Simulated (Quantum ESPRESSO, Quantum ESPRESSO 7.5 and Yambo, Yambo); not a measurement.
# GaN (F-43m): one start, several treatments of the self-energy

How much does the gap of GaN (F-43m) depend on the approximation to the self-energy?

Main program and level: Quantum ESPRESSO 7.5 and Yambo 5.3.0; PBE and many-body steps on it, plane waves.

**What was measured.**

- Gap 3.23 eV: absorption onset (direct gap at Gamma) of unexcited film, from imaginary part of dielectric function; spectroscopic ellipsometry (steady-state reference of time-resolved measurement); 300 K; film on 3C-SiC/Si(001) (“Femtosecond pump-probe absorption edge spectroscopy of cubic GaN”, 2022, arxiv:2206.02223).

## Step 1: Starting point

Symmetry: F-43m, No. 216, cubic system. The conventional cell has a = 4.507 Å, b = 4.507 Å, c = 4.507 Å, α = 90.00°, β = 90.00°, γ = 90.00°. Nearest to Ga lie 4 N at 1.95 Å. N has 4 Ga at 1.95 Å nearest. Farther neighbours and most contacts between anions are not listed.

The cell and positions are those that the Materials Project relaxed with its own functionals (PBE, PBE+U or r2SCAN), kept fixed. This is not the form that GaN usually takes at ambient conditions.

## Step 2: Empty states on the mesh, 6×6×6 mesh, 283 bands

This step: Quantum ESPRESSO 7.5; DFT, PBE, plane waves, norm-conserving pseudopotentials.

The sums over transitions need many empty states on a uniform mesh; this step solves for them.

File pw.in:

```
&control
  calculation = 'nscf'
  prefix = 'x'
  outdir = 'o'
  pseudo_dir = 'pseudo'
/
&system
  ibrav = 0
  nat = 2
  ntyp = 2
  ecutwfc = 104.0
  nbnd = 283
  force_symmorphic = .true.
/
&electrons
  conv_thr = 1e-9
  electron_maxstep = 80
  diago_full_acc = .true.
  diago_thr_init = 5e-6
/
ATOMIC_SPECIES
  Ga 69.723 Ga.upf
  N 14.007 N.upf
CELL_PARAMETERS angstrom
  0.0000000000 2.2535006075 2.2535006075
  2.2535006075 0.0000000000 2.2535006075
  2.2535006075 2.2535006075 0.0000000000
ATOMIC_POSITIONS crystal
  Ga 0.0000000000 0.0000000000 0.0000000000
  N 0.7500000000 0.7500000000 0.7500000000
K_POINTS automatic
  6 6 6 0 0 0
```

Run with:

```
OMP_NUM_THREADS=1 mpirun -n 8 pw.x -nk 4 -in pw.in > pw.out
```

Output:

```text
Program PWSCF v.7.5 starts

     This program is part of the open-source Quantum ESPRESSO suite
     for quantum simulation of materials; please cite
         "P. Giannozzi et al., J. Phys.:Condens. Matter 21 395502 (2009);
         "P. Giannozzi et al., J. Phys.:Condens. Matter 29 465901 (2017);
         "P. Giannozzi et al., J. Chem. Phys. 152 154105 (2020);
     in publications or presentations arising from this work. More details at

     Atomic positions and unit cell read from directory:
     o/x.save/

     Message from routine setup:
[...]
k = 0.2357 0.2357-0.2357 (  2785 PWs)   bands (ev):

[...]
111.0167 111.0167 114.8925 117.2165 117.2165 118.2751 119.1766 120.6201
     [... 24 further rows ...]
   291.6721 292.0375 292.3890 293.0109 293.0109 293.8725 295.5233 295.5233
   297.0843 297.4880 297.4880

          k =-0.3536-0.3536 0.3536 (  2788 PWs)   bands (ev):

     [... further k-points ...]

     highest occupied, lowest unoccupied level (ev):    11.6293   13.3821

     XML data file, pseudopotentials, collected wavefunctions

=------------------------------------------------------------------------------=
   JOB DONE.
=------------------------------------------------------------------------------=
```

Run time: 26 s. Hardware: 8 MPI ranks of Arm Neoverse V1, shared host; peak memory 0.7 GiB; 3.5 min of CPU time.

Numbers from this step:

- gap: 1.753 eV
- k of the valence top: 0, 0, 0
- k of the conduction bottom: 0, 0, 0
- least direct gap: 1.753 eV
- k points computed: 16
- lowest point of the top converged band, above the valence top: 281.5670 eV

On this mesh the gap is 1.753 eV.

The density comes from a self-consistent run that is not shown.

## Step 3: Conversion and set-up

This step: Yambo 5.3.0; conversion and set-up on PBE, plane waves, norm-conserving pseudopotentials.

The states are converted to the many-body program's format and the q mesh is built.

Run with:

```
(cd o/x.save; p2y > p2y.log; mv SAVE ../..); yambo > setup.log
```

Output:

```text
 Yambo, version 5.3.0

 [02] CORE Variables Setup
 =========================

  [02.01] Unit cells
  ==================

  Cell kind             :  FCC
  Atoms in the cell     :  Ga  N
  number of Ga atoms    :  1
  number of N  atoms    :  1

  List of atomic masses
  Mass of Ga    :  69.72300
  Mass of N     :  14.00700

  List of atomic coordinates    : [cc]
  Ga1       :  0.000000  0.000000  0.000000  order 1
  N1       :  6.387748  6.387748  6.387748  order 2

  Alat factors          :  4.258499  4.258499  4.258499 [a.u.]
  Direct lattice volume :  154.4542 [a.u.]
[...]
Q [ 1]         [rlu]:  0.000000  0.000000  0.000000
 Q [ 2]         [rlu]:  0.28534E-17  0.28534E-17  0.16667
 Q [ 3]         [rlu]:  0.57068E-17  0.57068E-17  0.33333
[...]
Q [ 8]         [rlu]: -0.21514E-16  0.16667     -0.33333
 Q [ 9]         [rlu]:  0.32371E-17  0.16667     -0.16667
 Q [10]         [rlu]: -0.57063E-17  0.33333      0.33333
     [... 4 further rows ...]
 Q [15]         [rlu]:  0.166667  0.333333 -0.333333
 Q [16]         [rlu]:  0.166667 -0.500000 -0.333333

  [03.01] X indexes
  =================

   [03.01.01] Sigma indexes
   ========================

 [06] Game Over & Game summary
```

The job ended after 2.7 s (1 MPI rank; peak memory 0.24 GiB).

## Step 4: G0W0, Godby-Needs plasmon pole

Now the one-shot GW correction: screening in the RPA, then the self-energy of the levels asked for.

This step: G0W0 on PBE, plane waves, norm-conserving pseudopotentials.

File gw2.in:

```
HF_and_locXC
gw0
dyson
ppa
em1d
rim_cut
RandQpts= 1000000
RandGvec= 1 RL
EXXRLvcs= 104 Ry
VXCRLvcs= 416 Ry
Chimod= "HARTREE"
% BndsRnXp
 1 | 123 |
%
NGsBlkXp= 17 Ry
% LongDrXp
 1 | 1 | 1 |
%
% GbndRnge
 1 | 123 |
%
DysSolver= "n"
ExtendOut
PPAPntXp= 27.21138 eV
% QPkrange
 1 | 1 | 12 | 15 |
%
```

Run with:

```
OMP_NUM_THREADS=1 mpirun -n 8 yambo -F gw2.in -J gw2 -C gw2 > gw2.log
```

Output:

```text
 Yambo, version 5.3.0

 [02] CORE Variables Setup
 =========================

  [... cell, symmetries and grids as in the set-up ...]

  [02.05] Energies & Occupations
  ==============================

  [X] === General ===
  [X] Electronic Temperature                        :  0.000000  0.000000 [eV K]
  [X] Bosonic    Temperature                        :  0.000000  0.000000 [eV K]
  [X] Finite Temperature mode                       : no
  [X] El. density                                   :  0.11360E+25 [cm-3]
  [X] Fermi Level                                   :  11.62933 [eV]

  [X] === Gaps and Widths ===
  [X] Conduction Band Min                           :  1.752814 [eV]
  [X] Valence Band Max                              :  0.000000 [eV]
  [X] Filled Bands                                  :  13
  [X] Empty Bands                                   :   14  283
  [X] Direct Gap                                    :  1.752814 [eV]
  [X] Direct Gap localized at k                     :  1
  [X] Indirect Gap                                  :  1.752814 [eV]
  [X] Indirect Gap between kpts                     :  1  1
  [X] Last valence band width                       :  3.416006 [eV]
  [X] 1st conduction band width                     :  4.787586 [eV]

 [03] Transferred momenta grid and indexing
 ==========================================

 IBZ Q-points                                      :  16
 BZ  Q-points                                      :  216

 K/Q-points units:
 rlu = crystal or reduced units; cc = cartesian coordinates; iku = interal k-units

 Q [ 1]         [rlu]:  0.000000  0.000000  0.000000
 Q [ 2]         [rlu]:  0.28534E-17  0.28534E-17  0.16667
 Q [ 3]         [rlu]:  0.57068E-17  0.57068E-17  0.33333
 Q [ 4]         [rlu]: -0.21514E-16 -0.21514E-16 -0.50000
 Q [ 5]         [rlu]: -0.28532E-17  0.16667      0.16667
 Q [ 6]         [rlu]: -0.16186E-17  0.16667      0.33333
 Q [ 7]         [rlu]: -0.41609E-17  0.16667      0.50000
 Q [ 8]         [rlu]: -0.21514E-16  0.16667     -0.33333
 Q [ 9]         [rlu]:  0.32371E-17  0.16667     -0.16667
 Q [10]         [rlu]: -0.57063E-17  0.33333      0.33333
     [... 4 further rows ...]
 Q [15]         [rlu]:  0.166667  0.333333 -0.333333
 Q [16]         [rlu]:  0.166667 -0.500000 -0.333333

 [04] Coloumb potential Random Integration (RIM)
 ===============================================

  [04.01] RIM initialization
  ==========================

  * Diagonal components only detected *

  8 x (sBL volume)        :  0.059481 [a.u.]
  sBZ random points       :  1000000
  Points outside the sBZ  :   7996195
  RL volume               :  1.605979 [a.u.]
  Integrated volume       :  1.606744 [a.u.]

  [04.02] RIM integrals
  =====================

  Gamma point sphere radius             :  0.070807 [a.u.]
  Points outside the sphere             :   799659
  [Int_sBZ(q=0) 1/q^2]*(Vol_sBZ)^(-1/3) =:  7.764404
                                 should be <:  7.795600

  Summary of Coulomb integrals for non-metallic bands |Q|[au] RIM/Bare

  Q [1] 0.100000E-4 0.995998 * Q [2] 0.212962 1.064319
  Q [5] 0.245908 1.063520 * Q [9] 0.347766 1.026772
  Q [6] 0.407792 1.019084 * Q [3] 0.425925 1.016617
  Q [10] 0.491815 1.013507 * Q [8] 0.535943 1.011324
  Q [14] 0.549866 1.010344 * Q [7] 0.602348 1.008581
  Q [11] 0.638887 1.007858 * Q [4] 0.638887 1.008039
  Q [12] 0.695532 1.006949 * Q [15] 0.727405 1.006369
  Q [13] 0.737723 1.006174 * Q [16] 0.777628 1.005499

 [WARNING] [Xp] User bands 1-123 break level degeneracy

 [05] Dipoles
 ============

  [05.01] Setup: observables and procedures
  =========================================

 [06] Dynamic Dielectric Matrix (PPA)
 ====================================

 [SLK-Inversion]  Pools        :  2
 [SLK-Inversion]  BLACS grid   :  2  2

 [WR./gw2//ndb.pp]---------------------------------------------------------------
  Brillouin Zone Q/K grids (IBZ/BZ)                :   16  216   16  216
  RL vectors                                       :   3527 [WF]
  Coulomb cutoff potential                         : none
  Electronic Temperature                           :  0.000000 [K]
  Bosonic    Temperature                           :  0.000000 [K]
  PPA    diel. fun.  energies                      : Perdew, Burke & Ernzerhof(X)+Perdew, Burke & Ernzerhof(C)
  wavefunctions                                    : Perdew, Burke & Ernzerhof(X)+Perdew, Burke & Ernzerhof(C)
  Global Gauge                                     : length
  X matrix size                                    :  181
  X band range                                     :    1  123
  X e/h energy range                               : -1.000000 -1.000000 [eV]
  X Time ordering                                  : R
  X Hxc Kernel                                     : HARTREE
  X Drude frequency                                :  0.000000  0.000000
  X poles                                          :  100.0000 [o/o]
  RL vectors in the sum                            :   3527
  [r,Vnl] included                                 : yes
  Field direction                                  :  0.577350E-5  0.577350E-5  0.577350E-5
  BZ energy Double Grid                            : no
  BZ energy DbGd points                            : 0
  BZ Q point size factor                           : -1.000000
  X Optical Averaged directions                    : none

 [07] Local Exchange-Correlation + Non-Local Fock
 ================================================

 [VXC] Plane waves :  22219
 [EXS] Plane waves :  2741

 QP @ state[ 1 ] K range:  1  1
 QP @ state[ 1 ] b range:  12  15

 [xc] Functional : Perdew, Burke & Ernzerhof(X)+Perdew, Burke & Ernzerhof(C)
 [xc] LIBXC used to calculate xc functional
  PP Number of Atomic Species                      :  2
  NLCC RL compoments                               :  22219
  PP Number of Atomic Species                      :  2
  NLCC RL compoments                               :  22219

 [xc] E_xc :  -24.11718 [Ha]
      E_xc :  -48.23436 [Ry]

  Local XC kind (lXC) : Perdew, Burke & Ernzerhof(X)+Perdew, Burke & Ernzerhof(C)
  Non-Local XC kind (nlXC) : Hartree-Fock

  Corrections @ K [1] :  [eV]
 <12|nlXC|12> = -22.48274  0.58459E-17 <12|lXC|12> = -19.09337  0.94408E-16
 <13|nlXC|13> = -22.48272  0.13475E-16 <13|lXC|13> = -19.09337  0.37763E-15
 <14|nlXC|14> = -10.17454  0.52323E-17 <14|lXC|14> = -14.15864  0.000000
 <15|nlXC|15> = -7.066182 -0.14226E-17 <15|lXC|15> = -13.05010  0.000000

 [08] Dyson equation: Newton solver
 ==================================

  [08.01] G0W0 (W PPA)
  ====================

  [  GW  ] Bands range     :    1  123
  [GW/PPA] G damping       :  0.100000 [eV]

  QP @ state[ 1 ] K range:  1  1
  QP @ state[ 1 ] b range:  12  15

   Sc/G bands                                       :    1  123
   Sc/G damping                                     :  0.100000 ev
   Sc bands terminator                              : no
   Sx RL components                                 :  2741

   QP @ state[ 1 ] K range                          :  1  1
   QP @ state[ 1 ] b range                          :  12  15
   GF energies kind                                 : Perdew, Burke & Ernzerhof(X)+Perdew, Burke & Ernzerhof(C)
   GF WF`s kind                                     : Perdew, Burke & Ernzerhof(X)+Perdew, Burke & Ernzerhof(C)
   Xs energies kind                                 : Perdew, Burke & Ernzerhof(X)+Perdew, Burke & Ernzerhof(C)
   Xs WF`s kind                                     : Perdew, Burke & Ernzerhof(X)+Perdew, Burke & Ernzerhof(C)

 [11] Game Over & Game summary
```

The job ended after 3 min (8 MPI ranks; peak memory 3.4 GiB; 23 min of CPU time).

Numbers from this step:

```yaml
g0w0_gap_on_the_points_computed: 2.610 eV
starting_gap_on_the_mesh: 1.753 eV
k_of_the_valence_top: 0, 0, 0
k_of_the_conduction_bottom: 0, 0, 0
least_direct_g0w0_gap_on_the_computed_points: 2.610 eV
z_at_the_valence_top: 0.7887
z_at_the_conduction_bottom: 0.8160
```

The gap on the mesh goes from 1.75 eV to 2.61 eV, a correction of +0.86 eV.

(Part 1 of 2 ends here.)

[Paths, hosts, dates, memory and timing lines, banners, echoed tables and standing remarks are left out of the program output.]

[Logs are printed without paths, hosts, clocks, repeated set-up lines and the standing remarks that a program may print on its own settings, such as how far it seeks lower states.]

[Runs of the session that timed out or met a known fault of the program may be left out.]

[Hosts, paths, dates, database ids (printed as entryN), source tags and the programs' standing remarks are cut or masked in the printed files.]
